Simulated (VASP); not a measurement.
# HC18N in VASP: a series of runs

Runs on HC18N. Level: PBEsol. Tasks: single point.

Program: VASP 6.6.1. These are calculated values, not measurements. Logs are shortened: lines on timing, memory, paths and dates and some standing lists are left out, and cuts for length are marked.

## Step 1: Starting point

The cell holds a slab with vacuum, 20 atoms: a = 7.398 Å, b = 7.398 Å, c = 12.000 Å, α = 90.00°, β = 90.00°, γ = 120.00°.

The cell was built by a generator and needn't be a form met in nature.

## Step 2: Single point, PBEsol

Input file INCAR:

```
PREC = Accurate
ENCUT = 520
EDIFF = 1E-6
ISMEAR = -1
SIGMA = 0.02
LREAL = Auto
LASPH = True
NELM = 100
ALGO = Fast
ISIF = 2
LWAVE = False
LCHARG = False
GGA = PS
NBANDS = 55
```

Input file KPOINTS:

```
Automatic mesh
0
Gamma
  2 2 1
```

Input file POSCAR:

```
HC18N
1.0
    7.3980000000      0.0000000000      0.0000000000
   -3.6990000000      6.4068560000      0.0000000000
    0.0000000000      0.0000000000     12.0000000000
C N H
18 1 1
Direct
    0.0166725075      0.0188662604      0.0795452514
    0.2401472554      0.1367463101      0.1044656709
    0.0212231622      0.3553432844      0.0722293396
    0.2445974709      0.4676641300      0.0716907293
    0.0235034706      0.6882092037      0.0768171406
    0.2409184527      0.7946109530      0.0795019012
    0.3588427994      0.0181119505      0.1043372237
    0.5829218694      0.1358668041      0.0797054781
    0.3578993924      0.3608296265      0.0798030267
    0.5748474399      0.4662078989      0.0773394287
    0.3543891954      0.6873382995      0.0715746322
    0.5774023669      0.7991613568      0.0721505781
    0.6897450117      0.0225394767      0.0716430541
    0.9094183782      0.1323287111      0.0715997213
    0.6882928890      0.3527975602      0.0772918179
    0.9112208640      0.4651489252      0.0727618835
    0.6872075419      0.6891535861      0.0727348805
    0.9102730024      0.8014576186      0.0768152230
    0.3058082400      0.0836762973      0.2100998207
    0.1777685899     -0.0445629531      0.2437258986
```

Potentials or basis: VASP PAW PBE potentials, release 64 (C, N, H).

Launch:

```bash
$ cat potpaw_PBE.64/C/POTCAR potpaw_PBE.64/N/POTCAR potpaw_PBE.64/H/POTCAR > POTCAR
$ mpirun -np 1 vasp_std > vasp.out
```

OUTCAR:

```text
PREC = Accurate
   ENCUT = 520
   EDIFF = 1E-6
   ISMEAR = -1
   LREAL = Auto
   LASPH = True
   NELM = 100
   ISIF = 2
   GGA = PS

 ion  position               nearest neighbor table
   1  0.017  0.019  0.080-  18 1.39  14 1.42   2 1.46
   2  0.240  0.137  0.104-   1 1.46   9 1.47  19 1.48   7 1.52
   3  0.021  0.355  0.072-  16 1.41  14 1.43   4 1.43
   4  0.245  0.468  0.072-  11 1.41   9 1.41   3 1.43
   5  0.024  0.688  0.077-   6 1.39  16 1.43  18 1.45
   6  0.241  0.795  0.080-   5 1.39  11 1.42   7 1.46
   7  0.359  0.018  0.104-   6 1.46   8 1.47  19 1.48   2 1.52
   8  0.583  0.136  0.080-  15 1.39  13 1.41   7 1.47
   9  0.358  0.361  0.080-  10 1.39   4 1.41   2 1.47
  10  0.575  0.466  0.077-   9 1.39  17 1.43  15 1.45
  11  0.354  0.687  0.072-   4 1.41   6 1.42  12 1.43
  12  0.577  0.799  0.072-  17 1.41  11 1.43  13 1.43
  13  0.690  0.023  0.072-  14 1.41   8 1.41  12 1.43
  14  0.909  0.132  0.072-  13 1.41   1 1.42   3 1.43
  15  0.688  0.353  0.077-   8 1.39  16 1.43  10 1.45
  16  0.911  0.465  0.073-   3 1.41  15 1.43   5 1.43
  17  0.687  0.689  0.073-  12 1.41  10 1.43  18 1.43
  18  0.910  0.801  0.077-   1 1.39  17 1.43   5 1.45
  19  0.306  0.084  0.210-  20 1.03   2 1.48   7 1.48
  20  0.178  0.955  0.244-  19 1.03

  LATTYP: Found a hexagonal cell.
 ALAT       =     7.3980000000
 C/A-ratio  =     1.6220600162

  Lattice vectors:

 A1 = (   7.3980000000,   0.0000000000,   0.0000000000)
 A2 = (  -3.6990000000,   6.4068560000,   0.0000000000)
 A3 = (   0.0000000000,   0.0000000000,  12.0000000000)

Analysis of symmetry for initial positions (statically):
=====================================================================
 Subroutine PRICEL returns:
 Original cell was already a primitive cell.

 Routine SETGRP: Setting up the symmetry group for a
 hexagonal supercell.

 Subroutine GETGRP returns: Found  1 space group operations
 (whereof  1 operations were pure point group operations)
 out of a pool of 24 trial point group operations.

The static configuration has the point symmetry C_1 .

Analysis of symmetry for dynamics (positions and initial velocities):
=====================================================================
 Subroutine PRICEL returns:
 Original cell was already a primitive cell.

[... 125 lines left out ...]
   NSW    =      0    number of steps for IOM
   IBRION =     -1    ionic relax: 0-MD 1-quasi-New 2-CG
   NFREE  =      0    steps in history (QN), initial steepest desc. (CG)
   ISIF   =      2    stress and relaxation
   ISYM   =      2    0-nonsym 1-usesym 2-fastsym
   POTIM  = 0.5000    time-step for ionic-motion
   TEBEG  =    0.0;   TEEND  =   0.0 temperature during run
   PSTRESS=    0.0 pullay stress
   NELECT =      78.0000    total number of electrons
   NUPDOWN=      -1.0000    fix difference up-down
   EMIN   =  10.00;   EMAX   =-10.00  energy-range for DOS
   EFERMI =   0.00;   METHOD = LEGACY
   ISMEAR =    -1;   SIGMA  =   0.02  broadening in eV -4-tet -1-fermi 0-gaus
   EFERMI_NEDOS =   21; number of points for ismear=-14 and -15
   IALGO  =     68    algorithm
   IMIX   =      4    mixing-type and parameters
     AMIX     =   0.40;   BMIX     =  1.00
     AMIX_MAG =   1.60;   BMIX_MAG =  1.00
  volume/ion in A,a.u.               =      28.44       191.91
  Fermi-wavevector in a.u.,A,eV,Ry     =   0.844228  1.595359  9.697146  0.712720
  Thomas-Fermi vector in A             =   1.959222
   LORBIT       =      0    0 simple, 1 ext, 2 COOP (PROOUT), +10 PAW based schemes
   GGA     = PS    functional components
   LHFCALC =     F    Hartree Fock is set to
   AEXX    =    0.0000 exact exchange contribution
   IVDW    =     0    specifies the selected vdW correction
   LEPSILON=     F    determine dielectric tensor
   LRPA    =     F    only Hartree local field effects (RPA)
 non-spin polarized calculation
 RMM-DIIS sequential band-by-band and
  energy-cutoff  :      520.00
  volume of cell :      568.78
 maximum number of plane-waves:     15363
 NGX is ok and might be reduce to    56
   NGX = 27   NGY = 27   NGZ = 45

 number of electron      78.0000003 magnetization

 Free energy of the ion-electron system (eV)
  ---------------------------------------------------
  ext. energy  EPLUGINS =         0.00000000
  ---------------------------------------------------
  free energy    TOTEN  =      -183.10118238 eV

  energy without entropy =     -183.10080021  energy(sigma->0) =     -183.10099130

 E-fermi :  -1.6715     XC(G=0):  -3.8157

 val. band max:       -1.7891383492   @ k =   0.0000   0.0000   0.0000
 cond. band min:      -1.5537666516   @ k =   0.0000   0.0000   0.0000
 fundamental gap:      0.2353716976
 Fermi energy:        -1.6714525000

 k-point     1 :       0.0000    0.0000    0.0000
  band No.  band energies     occupation
      1     -22.8314      2.00000
      2     -20.6775      2.00000
      3     -18.7439      2.00000
      4     -18.7141      2.00000
      5     -18.6707      2.00000
      6     -18.5921      2.00000
[... 205 lines left out ...]
     50       4.5523      0.00000
     51       4.9666      0.00000
 [bands above 51 left out]

------------------------ aborting loop because EDIFF is reached ----------------------------------------

  FORCE on cell =-STRESS in cart. coord.  units (eV):
  Direction    XX          YY          ZZ          XY          YZ          ZX
  --------------------------------------------------------------------------------------
  -------------------------------------------------------------------------------------
  Total        2.5676122      1.0861684      0.1026159     -1.2878538     -0.0224110     -0.0109895
  in kB        7.2326839      3.0596180      0.2890578     -3.6277439     -0.0631293     -0.0309564
  external PRESSURE =       3.5271199 kB  Pullay stress =       0.0000000 kB

 VOLUME and BASIS-vectors are now :
 -----------------------------------------------------------------------------
  energy-cutoff  :      520.00
  volume of cell :      568.78
      direct lattice vectors                 reciprocal lattice vectors
     7.398000000  0.000000000  0.000000000     0.135171668  0.078041398  0.000000000
    -3.699000000  6.406856000  0.000000000     0.000000000  0.156082796  0.000000000
     0.000000000  0.000000000 12.000000000     0.000000000  0.000000000  0.083333333

 POSITION                                       TOTAL-FORCE (eV/Angst)
 -----------------------------------------------------------------------------------
      0.05356      0.12087      0.95454         0.014334      0.006983     -0.001925
      1.27078      0.87611      1.25359        -0.058172      0.045932     -0.064323
     -1.15741      2.27663      0.86675        -0.002767      0.005747     -0.015253
      0.07964      2.99626      0.86029         0.006680     -0.013473     -0.007560
     -2.37181      4.40926      0.92181        -0.017321      0.007724      0.000833
     -1.15695      5.09096      0.95402         0.006996      0.015287     -0.014717
[... 12 lines left out ...]
      1.95285      0.53610      2.52120         0.017010      0.016331      0.128256
     -2.21903      6.12135      2.92471        -0.019914     -0.028267      0.032874
 -----------------------------------------------------------------------------------
    total drift:                                0.021621     -0.009237      0.007896

  FREE ENERGIE OF THE ION-ELECTRON SYSTEM (eV)
  ---------------------------------------------------
  free  energy   TOTEN  =      -183.1011823825 eV

  energy  without entropy=     -183.1008002144  energy(sigma->0) =     -183.10099130
```

Run time: 2.9 min. Hardware: 1 thread of Intel Xeon 6975P-C (Granite Rapids), shared host; peak memory 0.62 GiB.

Results:

```
Free energy            : -183.1012 eV
Largest force          : 0.130 eV/Å
Band gap on the k mesh : 0.24 eV, direct
```

Forces in eV/Å, atoms in the order of the input:
```
C    0.014  0.007 -0.002
C   -0.058  0.046 -0.064
C   -0.003  0.006 -0.015
C    0.007 -0.013 -0.008
C   -0.017  0.008  0.001
C    0.007  0.015 -0.015
C    0.072 -0.030 -0.045
C   -0.009 -0.014 -0.004
C    0.000 -0.006 -0.002
C    0.015 -0.003 -0.010
C    0.009  0.010  0.007
C    0.000  0.005 -0.010
C   -0.014 -0.002 -0.007
C   -0.002  0.010  0.007
C   -0.018  0.007 -0.003
C   -0.003 -0.014  0.005
C   -0.002 -0.010  0.010
C    0.005 -0.010 -0.007
N    0.017  0.016  0.128
H   -0.020 -0.028  0.033
```

Levels at points of the mesh, in eV from the valence-band top:
| k point | band 36 | band 37 | band 38 | band 39 | band 40 | band 41 | band 42 | band 43 |
| --- | --- | --- | --- | --- | --- | --- | --- | --- |
| (0.00, 0.00, 0.00) | -2.98 | -2.60 | -0.82 | 0.00 | 0.24 | 1.34 | 3.36 | 3.53 |
| (0.50, 0.00, 0.00) | -2.53 | -2.33 | -2.08 | -1.42 | 1.54 | 2.10 | 2.59 | 2.61 |
| (0.00, 0.50, 0.00) | -2.53 | -2.33 | -2.08 | -1.42 | 1.54 | 2.10 | 2.59 | 2.61 |
| (0.50, 0.50, 0.00) | -2.56 | -2.41 | -2.06 | -0.85 | 0.76 | 2.13 | 2.59 | 2.92 |

Caveat: the k mesh is coarse (spacing up to 0.49 Å⁻¹), so the values aren't converged; the PAW data sets were made with another functional, which shifts forces and pressure a little.

## Step 3: Single point, PBEsol

Input file INCAR:

```
PREC     = Accurate       # precision mode
ENCUT    = 520            # plane-wave cutoff, eV
EDIFF    = 1E-6           # SCF threshold, eV
ISMEAR   = -1             # smearing method
SIGMA    = 0.02           # smearing width, eV
LREAL    = Auto         
LASPH    = T              # aspherical terms in the spheres
NELM     = 100            # most SCF steps
ALGO     = Fast           # electronic algorithm
ISIF     = 2              # what is computed and relaxed
LWAVE    = F              # write WAVECAR
LCHARG   = F              # write CHGCAR
GGA      = PS             # functional
NBANDS   = 55             # bands
```

Input file KPOINTS:

```
regular mesh
0
Gamma
  2 2 1
```

Input file POSCAR:

```
HC18N
1.0
    7.3980000000      0.0000000000      0.0000000000
   -3.6990000000      6.4068560000      0.0000000000
    0.0000000000      0.0000000000     12.0000000000
C N H
18 1 1
Direct
    0.0166724869      0.0188661958      0.0795452500
    0.2401472896      0.1367463230      0.1044656667
    0.0212231228      0.3553432448      0.0722293333
    0.2445974275      0.4676641710      0.0716907500
    0.0235034727      0.6882091622      0.0768171667
    0.2409184838      0.7946109605      0.0795019167
    0.3588428362      0.0181120038      0.1043372500
    0.5829219086      0.1358667964      0.0797055000
    0.3578993680      0.3608295551      0.0798030000
    0.5748474034      0.4662079185      0.0773394167
    0.3543892476      0.6873383763      0.0715746667
    0.5774024077      0.7991613984      0.0721505833
    0.6897449878      0.0225394484      0.0716430833
    0.9094183434      0.1323287116      0.0715997500
    0.6882929278      0.3527975344      0.0772918333
    0.9112208393      0.4651488967      0.0727619167
    0.6872075206      0.6891536192      0.0727349167
    0.9102730454      0.8014576885      0.0768152500
    0.3058082767      0.0836762993      0.2100998333
    0.1777685700     -0.0445628870      0.2437259167
```

Potentials or basis: VASP PAW PBE potentials, release 64 (C, N, H).

Launch:

```bash
$ cat potpaw_PBE.64/C/POTCAR potpaw_PBE.64/N/POTCAR potpaw_PBE.64/H/POTCAR > POTCAR
$ mpirun -np 1 vasp_std > vasp.out
```

Run time: 2.8 min. Hardware: 1 thread of Intel Xeon 6975P-C (Granite Rapids), shared host; peak memory 0.62 GiB.

Results (log left out):

```yaml
Free_energy: -183.1012 eV
Largest_force: 0.130 eV/Å
Band_gap_on_the_k_mesh: 0.24 eV, direct
```

Forces in eV/Å, atoms in the order of the input:
```
C    0.014  0.007 -0.002
C   -0.058  0.046 -0.064
C   -0.003  0.006 -0.015
C    0.007 -0.013 -0.008
C   -0.017  0.008  0.001
C    0.007  0.015 -0.015
C    0.072 -0.030 -0.045
C   -0.009 -0.014 -0.004
C    0.000 -0.005 -0.002
C    0.015 -0.003 -0.010
C    0.009  0.010  0.007
C    0.000  0.005 -0.010
C   -0.014 -0.002 -0.007
C   -0.002  0.010  0.007
C   -0.018  0.007 -0.003
C   -0.003 -0.014  0.005
C   -0.002 -0.010  0.010
C    0.005 -0.010 -0.007
N    0.017  0.016  0.128
H   -0.020 -0.028  0.033
```

Levels at points of the mesh, in eV from the valence-band top:
```
           k point  band 35  band 36  band 37  band 38  band 39  band 40  band 41  band 42  band 43  band 44
(0.00, 0.00, 0.00)    -3.10    -2.98    -2.60    -0.82     0.00     0.24     1.34     3.36     3.53     4.59
(0.50, 0.00, 0.00)    -2.69    -2.53    -2.33    -2.08    -1.42     1.54     2.10     2.59     2.61     3.91
(0.00, 0.50, 0.00)    -2.69    -2.53    -2.33    -2.08    -1.42     1.54     2.10     2.59     2.61     3.91
(0.50, 0.50, 0.00)    -2.63    -2.56    -2.41    -2.06    -0.85     0.76     2.13     2.59     2.92     3.74
```

Caveat: the k mesh is coarse (spacing up to 0.49 Å⁻¹), so the values aren't converged; the PAW data sets were made with another functional, which shifts forces and pressure a little. A hybrid or GW would open this gap; PBEsol tends to underestimate it.
